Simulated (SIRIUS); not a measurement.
SiC: single point with LDA

Crystal: SiC.

```
Si C
1.0
     2.97508    0.00000    0.00000
     0.00000    4.20842    0.00000
    -1.40385    0.00000    4.77498
Si C
2 2
Direct
  0.86244 0.25000 0.21333
  0.13756 0.75000 0.78667
  0.58702 0.25000 0.68406
  0.41298 0.75000 0.31594
```

The cell was built by a generator and needn't be a form met in nature.

```json
{
  "Program": "SIRIUS 7.10.0",
  "Task": "single point",
  "Functional": "LDA",
  "Potentials or basis": "PseudoDojo 0.4.1 PBE standard (scalar relativistic)",
  "Cutoff": "1127 eV",
  "Density cutoff": "4507 eV",
  "k mesh": "5 × 3 × 3",
  "Occupations": "fermi-dirac, width 0.05 eV",
  "Spin": "no spin polarisation",
  "Libxc names": "[\"XC_LDA_X\", \"XC_LDA_C_PW\"]",
  "Energy tol": "1e-08 Ha",
  "Density tol": "1e-06",
  "Mixer": "anderson",
  "Mixing beta": "0.7",
  "Max scf": "100",
  "Radial cutoff for the potentials' integrals": "6.5 bohr"
}
```

```json
{"Pressure": "-29.3 GPa", "Largest force": "1.330 eV/Å", "Band gap on the k mesh": "none (metal or under the smearing width)"}
```

Forces on the atoms (eV/Å):
```
Si  -0.046  0.000  0.242
Si   0.046  0.000 -0.242
C    0.094  0.000  1.327
C   -0.094  0.000 -1.327
```

Stress tensor (GPa, compression positive):
```
-25.55   0.00   0.85
  0.00 -36.67   0.00
  0.85   0.00 -25.77
```

It took 33 s on 1 thread of Arm Neoverse V1 (shared host), peak memory 0.31 GiB.

Caveat: the k mesh is coarse (spacing up to 0.50 Å⁻¹), so the values aren't converged; a pressure of tens of GPa on the cell as given is suspect, and the run, the potentials or the cell itself is likely at fault; the potentials were made for another functional, which shifts forces and pressure.
